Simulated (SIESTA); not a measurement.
The system is ZnS.

```xyz
2
Lattice="0.0000 2.7020 2.7020 2.7020 0.0000 2.7020 2.7020 2.7020 0.0000" Properties=species:S:1:pos:R:3 pbc="T T T"
Zn    4.0530    4.0530    4.0530
S     0.0000    0.0000    0.0000
```

Base run:

* Program: SIESTA 5.4.2
* Functional: LDA
* Potentials or basis: PseudoDojo 0.4 standard (LDA files)
* Basis: DZP (energy shift 0.003 Ry; two zetas on semicore shells)
* Grid cutoff: 800 Ry
* Energy shift: 0.003 Ry
* k mesh: 9 × 9 × 9
* Occupations: fermi-dirac, width 0.05 eV
* Spin: no spin polarisation

Its results: band gap on the k mesh 2.26 eV, direct; pressure -3.7 GPa.

Q: The run is repeated on the same cell with these changes: functional from LDA to PBE; potentials or basis from PseudoDojo 0.4 standard (LDA files) to PseudoDojo 0.4 standard (PBE files). What comes out?

A: Band gap on the k mesh 2.49 eV, direct; pressure 2.5 GPa.

Caveats: short orbitals over semicore shells can move pressures by several GPa; the valence orbitals were made in a potential fitted to the semicore shell under them, which widens gaps by tenths of an eV or more; the basis of atomic orbitals isn't converged, which shifts pressures, moduli and gaps.
